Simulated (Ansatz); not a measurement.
# MgTe (F-43m) in Ansatz: reference runs

How does MgTe come out in PBE? The cell is run as given and disturbed.

Program: Ansatz 0.2.0. These are calculated values, not measurements. Logs are shortened: lines on timing, memory, paths and dates and some standing lists are left out, and cuts for length are marked.

**1. The crystal as given**

It takes space group F-43m (No. 216, cubic). Conventional cell: a = 6.464 Å, b = 6.464 Å, c = 6.464 Å, α = 90.00°, β = 90.00°, γ = 90.00°. Te (site symmetry -43m) is surrounded by 4 Mg at 2.80 Å. Mg (site symmetry -43m) is surrounded by 4 Te at 2.80 Å.

The cell comes from a database or a generator and needn't be the stable form of this composition.

**2. Single point, PBE**

input.yaml

```yaml
crystal:
  lattice:
    - [0.0, 3.2319988239, 3.2319988239]
    - [3.2319988239, 0.0, 3.2319988239]
    - [3.2319988239, 3.2319988239, 0.0]
  atoms:
    - { symbol: Te, position: [0.25, 0.25, 0.25] }
    - { symbol: Mg, position: [0.0, 0.0, 0.0] }
kpoints:
  mp_grid: { grid: [7, 7, 7] }
scf:
  occupations: { method: fermi_dirac, width: 0.05 }
hamiltonian:
  xc: pbe
  pseudopotentials: { kind: all_electron, lapw: { basis_error: 0.001 } }
output:
  forces: true
  stress: true
  eigenvalues: true
  populations: true
```

Potentials or basis: all-electron LAPW, scalar-relativistic.

Started as:

```bash
$ ansatz run input.yaml --threads 1 --pin off --max-ram 3072MiB --backend cpu --events-out ev --progress --plain --runs-dir out
```

Output:

```text
Warning: RAYON_NUM_THREADS=1 ignored (pool sized by the plan → 1); use --threads N
Te: projections on atomic orbitals take those of the free atom 1s2 2s2 2p6 3s2 3p6 3d10 4s2 4p6 4d10 5s2 5p4, of charge +0.00 (hamiltonian.pseudopotentials.projection_atoms)
Mg: projections on atomic orbitals take those of the free atom 1s2 2s2 2p6 3s2, of charge +0.00 (hamiltonian.pseudopotentials.projection_atoms)
LAPW: plane waves up to 7.224 Å⁻¹, error target 1.0e-3 eV per atom; small_component_spin mean_spin; Mg in spheres of 1.279 Å, 10 of its electrons in bands, Dirac shells []; Te in spheres of 1.520 Å, 24 of its electrons in bands, Dirac shells [] (how accurate: hamiltonian.pseudopotentials.lapw.basis_error, Limitations)
Engine: ansatz 0.2.0, aarch64-unknown-linux-gnu
Pseudopotentials: kind: all_electron
Pseudopotential: Te, LAPW, valence charge 24, lapw/all_electron/scalar/gaussian/Te, Koelling and Harmon's equation, gaussian nucleus
Pseudopotential: Mg, LAPW, valence charge 10, lapw/all_electron/scalar/gaussian/Mg, Koelling and Harmon's equation, gaussian nucleus
Functional definition: PBE
  parameter kappa = 0.804
  parameter beta = 0.06672455060314922
  exchange = pbe_x(kappa = kappa, mu = beta*pi^2/3)
  correlation = pbe_c(beta = beta)
Crystal: 2 atoms, lattice volume = 67.522 Å³
Basis set: ecut = 198.82080409725745 eV, 411 PW (Γ), exchange–correlation at level 2
Bands: 21, of which v1, the nominal top of the filled ones, is band 17 counted from 1 (16 counted from 0)
Symmetry: 24 space group operations
Space group: F-43m (ITA 216), of the structure as read, at distance tolerance 4.1e-5 Å
k-points: 20 of 343 (time reversal used)
Non-local potential: Te, projectors of the file, none
Non-local potential: Mg, projectors of the file, none
Initial density: superposition of atomic densities (chi_scale 0.1, normalization cell, long waves kept (reshape's long-wave potential 0.00 eV rms))
Initial wavefunctions: plane waves of lowest kinetic energy (no species holds an atomic orbital)
Functional: x = pbe(κ = 0.804, μ = 0.2195149727645171), c = pbe(β = 0.06672455060314922)
iter 1 solved again at ethr=2.04e-3 eV; its pass at ethr=1.00e-1 eV (dr2=6.94e-1 eV) is discarded
SCF iter   1: F=—  HF=-190337.694088 eV  |F-HF|=—  |Δ(HF+E_count)|=         —  Δρ=2.17e-2  dr2=6.94e-1  ethr=2.04e-3  ⟨swp⟩=2.0  Hψ=2787  notcnv=0
preconditioner: auto → none  [insulator: Δε(μ)=2.719 eV  Ē_g=9.442 eV  σ=0.050 eV  W_gap=1.00  n_scr=14 (ndim 8)  ℏωp=12.8 eV  f_vac=0.105  D(μ)=0.00/eV (n_scr^D=0)  ε∞_Penn≈2.8]
iter 2 solved again at ethr=1.14e-4 eV; its pass at ethr=2.04e-3 eV (dr2=3.86e-2 eV) is discarded
SCF iter   2: F=—  HF=-190337.507319 eV  |F-HF|=—  |Δ(HF+E_count)|=   1.87e-1  Δρ=7.18e-3  dr2=3.87e-2  ethr=1.14e-4  ⟨swp⟩=2.0  Hψ=2161  notcnv=0
SCF iter   3: F=—  HF=-190337.508955 eV  |F-HF|=—  |Δ(HF+E_count)|=         —  Δρ=2.94e-3  dr2=7.66e-3  ethr=1.14e-4  ⟨swp⟩=2.0  Hψ=1280  notcnv=0
the basis was enlarged: its passes take 112.8 KiB over the memory plan, 1 of 1 planned eigensolver slots
SCF iter   4: F=—  HF=-190337.510704 eV  |F-HF|=—  |Δ(HF+E_count)|=   1.75e-3  Δρ=4.83e-4  dr2=1.25e-4  ethr=2.25e-5  ⟨swp⟩=2.0  Hψ=1204  notcnv=0
SCF iter   5: F=—  HF=-190337.510848 eV  |F-HF|=—  |Δ(HF+E_count)|=   1.44e-4  Δρ=6.81e-5  dr2=2.86e-6  ethr=3.67e-7  ⟨swp⟩=3.0  Hψ=1251  notcnv=0
SCF iter   6: F=—  HF=-190337.510856 eV  |F-HF|=—  |Δ(HF+E_count)|=   8.41e-6  Δρ=1.11e-5  dr2=7.02e-8  ethr=8.43e-9  ⟨swp⟩=3.0  Hψ=1280  notcnv=0
SCF iter   7: F=-190337.510856 eV  HF=-190337.510856 eV  |F-HF|=1.12e-8  |Δ(HF+E_count)|=   1.49e-7  Δρ=2.31e-6  dr2=3.97e-9  ethr=2.07e-10  ⟨swp⟩=3.0  Hψ=1280  notcnv=0
SCF 1 converged in 7 iterations: F = -190337.510856 eV  dr2 = 3.97e-9
SCF converged after 7 iterations
Free energy (F): -190337.510856 eV
Harris-Foulkes:  -190337.510856 eV  (|F-HF|=1.12e-8)
Internal energy: -190337.510856 eV  (E = F + TS)
E sigma→0 (E₀):  -190337.510856 eV
Fermi energy:    6.479740 eV
--- Per-component energies (eV) ---
  E_band       = -1564.099113
  E_kinetic    = 200716.221488
  E_xc         = -5239.627985
  E_electrostatic = -385814.104359  (all electrons and nuclei)
  E_smearing   = -0.000000  (= −TS)
  E_closure    = 0.000000  (closes the sum)
  E_atoms      = -190331.125217  (free atoms, spherical and without spin; not in F)
  Σ components = -190337.510856   (vs F -190337.510856, Δ=0.00e0)
  Basis errors (estimates in eV, not in F): energy 4.6e-4 per atom: plane waves 4.1e-4 (2.4e-4 summed), levels above the bands 2.1e-52, relativity 3.5e-9, radial functions 5.0e-5, core shells 5.1e-10; eigenvalues (radial functions only) 1.2e-6; not estimated: angular momenta, meshes, grids; target (lapw.basis_error) 1.0e-3; muffin-tin radii Mg 1.279 Å, Te 1.520 Å
--- Forces (eV/Å), atoms counted from 1 ---
  atom   1  Te     0.00000000    -0.00000000    -0.00000000
  atom   2  Mg     0.00000000    -0.00000000    -0.00000000
  max |Σ_I F_I| component: 3.47e-17 eV/Å
--- Stress (GPa, compression-positive) ---
        0.741513      -0.000000      -0.000000
       -0.000000       0.741513       0.000000
       -0.000000       0.000000       0.741513
  P = ⅓ Tr σ = 0.7415 GPa (7.415 kbar)
--- Band table (eV; the first three rows and the last of 20) ---
  k-point 0: bands = ["-152.4642", "-102.5028", "-102.5028", "-102.5028", "-69.8549", "-36.6109", "-36.6109", "-36.6109", "-29.8452", "-29.8452", "-29.8452", "-29.8373", "-29.8373", "-4.9594", "5.2223", "5.2223", "5.2223", "7.6384", "10.6919", "10.6919", "10.6919"]
  k-point 1: bands = ["-152.4642", "-102.5028", "-102.5028", "-102.5028", "-69.8549", "-36.6109", "-36.6109", "-36.6109", "-29.8452", "-29.8451", "-29.8451", "-29.8373", "-29.8373", "-4.8631", "4.2748", "5.1326", "5.1326", "8.3958", "10.6600", "10.8996", "10.8996"]
  k-point 2: bands = ["-152.4642", "-102.5028", "-102.5028", "-102.5028", "-69.8549", "-36.6110", "-36.6109", "-36.6109", "-29.8453", "-29.8450", "-29.8450", "-29.8373", "-29.8373", "-4.6256", "2.9531", "4.9522", "4.9522", "8.6471", "10.9965", "10.9965", "11.6662"]
  k-point 19: bands = ["-152.4642", "-102.5028", "-102.5028", "-102.5028", "-69.8549", "-36.6110", "-36.6110", "-36.6109", "-29.8454", "-29.8450", "-29.8446", "-29.8373", "-29.8371", "-4.1842", "2.5184", "3.2813", "4.0348", "9.4333", "10.7791", "11.7307", "12.1318"]
--- Löwdin populations: 2 sites ---
  site symbol       q [e]
     0     Te     53.1615
     1     Mg     10.6838
  spilling = 0.002417 (of n_electrons = 64.000000)
```

It took 9.8 s on 1 thread of Arm Neoverse V1, shared host; peak memory 0.24 GiB.

Results:

```
Free energy            : -190337.5109 eV
Pressure               : 0.7 GPa
Band gap on the k mesh : 2.42 eV, direct
Loewdin charges        : Te -1.16; Mg +1.32 e
```

Levels at points of the mesh, in eV from the valence-band top:
```
           k point  band 14  band 15  band 16  band 17  band 18  band 19  band 20  band 21
(0.00, 0.00, 0.00)   -10.18     0.00     0.00     0.00     2.42     5.47     5.47     5.47
```

Caveat: the atomic charges don't sum to the cell's charge; spin-orbit coupling is left out, which moves the levels of the heavy elements.

**3. Single point, PBE (atoms moved at random, drawn with an rms of 0.05 Å)**

Edit input.yaml of step 2 so:

```diff
@@ -6,4 +6,4 @@
   atoms:
-    - { symbol: Te, position: [0.25, 0.25, 0.25] }
-    - { symbol: Mg, position: [0.0, 0.0, 0.0] }
+    - { symbol: Te, position: [0.254918, 0.244506, 0.240303] }
+    - { symbol: Mg, position: [0.008078, -0.012608, -0.002085] }
 kpoints:
```

Potentials or basis: all-electron LAPW, scalar-relativistic.

Started as:

```bash
$ ansatz run input.yaml --threads 1 --pin off --max-ram 3072MiB --backend cpu --events-out ev --progress --plain --runs-dir out
```

Output:

```text
Warning: RAYON_NUM_THREADS=1 ignored (pool sized by the plan → 1); use --threads N
Te: projections on atomic orbitals take those of the free atom 1s2 2s2 2p6 3s2 3p6 3d10 4s2 4p6 4d10 5s2 5p4, of charge +0.00 (hamiltonian.pseudopotentials.projection_atoms)
Mg: projections on atomic orbitals take those of the free atom 1s2 2s2 2p6 3s2, of charge +0.00 (hamiltonian.pseudopotentials.projection_atoms)
LAPW: plane waves up to 7.318 Å⁻¹, error target 1.0e-3 eV per atom; small_component_spin mean_spin; Mg in spheres of 1.266 Å, 10 of its electrons in bands, Dirac shells []; Te in spheres of 1.506 Å, 24 of its electrons in bands, Dirac shells [] (how accurate: hamiltonian.pseudopotentials.lapw.basis_error, Limitations)
[... 9 set-up lines as earlier in the session ...]
Crystal: 2 atoms, lattice volume = 67.522 Å³
Basis set: ecut = 204.05278956490338 eV, 459 PW (Γ), exchange–correlation at level 2
Bands: 21, of which v1, the nominal top of the filled ones, is band 17 counted from 1 (16 counted from 0)
Symmetry: 1 space group operations
Space group: P1 (ITA 1), of the structure as read, at distance tolerance 4.1e-5 Å
k-points: 172 of 343 (time reversal used)
[... 5 set-up lines as earlier in the session ...]
iter 1 solved again at ethr=2.07e-3 eV; its pass at ethr=1.00e-1 eV (dr2=7.02e-1 eV) is discarded
SCF iter   1: F=—  HF=-190337.691516 eV  |F-HF|=—  |Δ(HF+E_count)|=         —  Δρ=2.18e-2  dr2=7.02e-1  ethr=2.07e-3  ⟨swp⟩=2.0  Hψ=23923  notcnv=0
preconditioner: auto → none  [insulator: Δε(μ)=2.675 eV  Ē_g=9.442 eV  σ=0.050 eV  W_gap=1.00  n_scr=14 (ndim 8)  ℏωp=12.8 eV  f_vac=0.109  D(μ)=0.00/eV (n_scr^D=0)  ε∞_Penn≈2.8]
iter 2 solved again at ethr=1.14e-4 eV; its pass at ethr=2.06e-3 eV (dr2=3.88e-2 eV) is discarded
SCF iter   2: F=—  HF=-190337.504430 eV  |F-HF|=—  |Δ(HF+E_count)|=   1.87e-1  Δρ=7.23e-3  dr2=3.88e-2  ethr=1.14e-4  ⟨swp⟩=2.0  Hψ=18578  notcnv=0  defer=1
SCF iter   3: F=—  HF=-190337.506035 eV  |F-HF|=—  |Δ(HF+E_count)|=         —  Δρ=2.96e-3  dr2=7.70e-3  ethr=1.14e-4  ⟨swp⟩=2.0  Hψ=11008  notcnv=0
the basis was enlarged: its passes take 111.7 KiB over the memory plan, 1 of 1 planned eigensolver slots
SCF iter   4: F=—  HF=-190337.507809 eV  |F-HF|=—  |Δ(HF+E_count)|=   1.77e-3  Δρ=4.91e-4  dr2=1.27e-4  ethr=2.26e-5  ⟨swp⟩=2.0  Hψ=10345  notcnv=0
SCF iter   5: F=—  HF=-190337.507952 eV  |F-HF|=—  |Δ(HF+E_count)|=   1.43e-4  Δρ=6.94e-5  dr2=2.90e-6  ethr=3.73e-7  ⟨swp⟩=3.0  Hψ=10799  notcnv=0
SCF iter   6: F=—  HF=-190337.507960 eV  |F-HF|=—  |Δ(HF+E_count)|=   8.43e-6  Δρ=1.13e-5  dr2=7.20e-8  ethr=8.52e-9  ⟨swp⟩=3.0  Hψ=11008  notcnv=0
SCF iter   7: F=-190337.507960 eV  HF=-190337.507960 eV  |F-HF|=1.14e-8  |Δ(HF+E_count)|=   1.49e-7  Δρ=2.34e-6  dr2=4.07e-9  ethr=2.12e-10  ⟨swp⟩=3.0  Hψ=11008  notcnv=0
SCF 1 converged in 7 iterations: F = -190337.507960 eV  dr2 = 4.07e-9
SCF converged after 7 iterations
Free energy (F): -190337.507960 eV
Harris-Foulkes:  -190337.507960 eV  (|F-HF|=1.14e-8)
Internal energy: -190337.507960 eV  (E = F + TS)
E sigma→0 (E₀):  -190337.507960 eV
Fermi energy:    6.484761 eV
--- Per-component energies (eV) ---
  E_band       = -1564.105124
  E_kinetic    = 200716.238596
  E_xc         = -5239.630061
  E_electrostatic = -385814.116495  (all electrons and nuclei)
  E_smearing   = -0.000000  (= −TS)
  E_closure    = 0.000000  (closes the sum)
  E_atoms      = -190331.125217  (free atoms, spherical and without spin; not in F)
  Σ components = -190337.507960   (vs F -190337.507960, Δ=0.00e0)
  Basis errors (estimates in eV, not in F): energy 4.6e-4 per atom: plane waves 4.1e-4 (2.4e-4 summed), levels above the bands 2.3e-52, relativity 2.7e-8, radial functions 5.0e-5, core shells 6.0e-10; eigenvalues (radial functions only) 1.5e-6; not estimated: angular momenta, meshes, grids; target (lapw.basis_error) 1.0e-3; muffin-tin radii Mg 1.266 Å, Te 1.506 Å
--- Forces (eV/Å), atoms counted from 1 ---
  atom   1  Te     0.00120320     0.14642598    -0.05327766
  atom   2  Mg    -0.00120306    -0.14643145     0.05328009
  max |Σ_I F_I| component: 5.47e-6 eV/Å
--- Stress (GPa, compression-positive) ---
        0.764795      -0.156884       0.430576
       -0.156884       0.745397       0.007578
        0.430576       0.007578       0.762204
  P = ⅓ Tr σ = 0.7575 GPa (7.575 kbar)
--- Band table (eV; the first three rows and the last of 172) ---
  k-point 0: bands = ["-152.4641", "-102.5040", "-102.5027", "-102.5013", "-69.8556", "-36.6135", "-36.6117", "-36.6099", "-29.8472", "-29.8457", "-29.8430", "-29.8372", "-29.8367", "-4.9598", "5.1779", "5.2215", "5.2665", "7.6381", "10.6788", "10.6918", "10.7072"]
  k-point 1: bands = ["-152.4641", "-102.5040", "-102.5027", "-102.5013", "-69.8556", "-36.6136", "-36.6117", "-36.6099", "-29.8472", "-29.8457", "-29.8431", "-29.8372", "-29.8367", "-4.8641", "4.3084", "5.0904", "5.1382", "8.3916", "10.6571", "10.8826", "10.9123"]
  k-point 2: bands = ["-152.4641", "-102.5040", "-102.5027", "-102.5013", "-69.8556", "-36.6136", "-36.6117", "-36.6099", "-29.8471", "-29.8456", "-29.8431", "-29.8372", "-29.8366", "-4.6282", "2.9862", "4.9126", "4.9605", "8.6307", "10.9507", "11.0073", "11.6760"]
  k-point 171: bands = ["-152.4641", "-102.5040", "-102.5027", "-102.5013", "-69.8556", "-36.6136", "-36.6117", "-36.6099", "-29.8470", "-29.8457", "-29.8429", "-29.8371", "-29.8365", "-4.3312", "2.1698", "4.1679", "4.7021", "9.0717", "10.3772", "11.1856", "12.7997"]
--- Löwdin populations: 2 sites ---
  site symbol       q [e]
     0     Te     53.1616
     1     Mg     10.6837
  spilling = 0.002417 (of n_electrons = 64.000000)
```

It took 69 s on 1 thread of Arm Neoverse V1, shared host; peak memory 0.5 GiB.

What came out:

| Quantity | Value |
| --- | --- |
| Free energy | -190337.5080 eV |
| Pressure | 0.8 GPa |
| Largest force | 0.156 eV/Å |
| Band gap on the k mesh | 2.37 eV, direct |
| Loewdin charges | Te -1.16; Mg +1.32 e |

Forces on the atoms (eV/Å):
```
Te   0.001  0.146 -0.053
Mg  -0.001 -0.146  0.053
```

Caveat: the atomic charges don't sum to the cell's charge; spin-orbit coupling is left out, which moves the levels of the heavy elements.
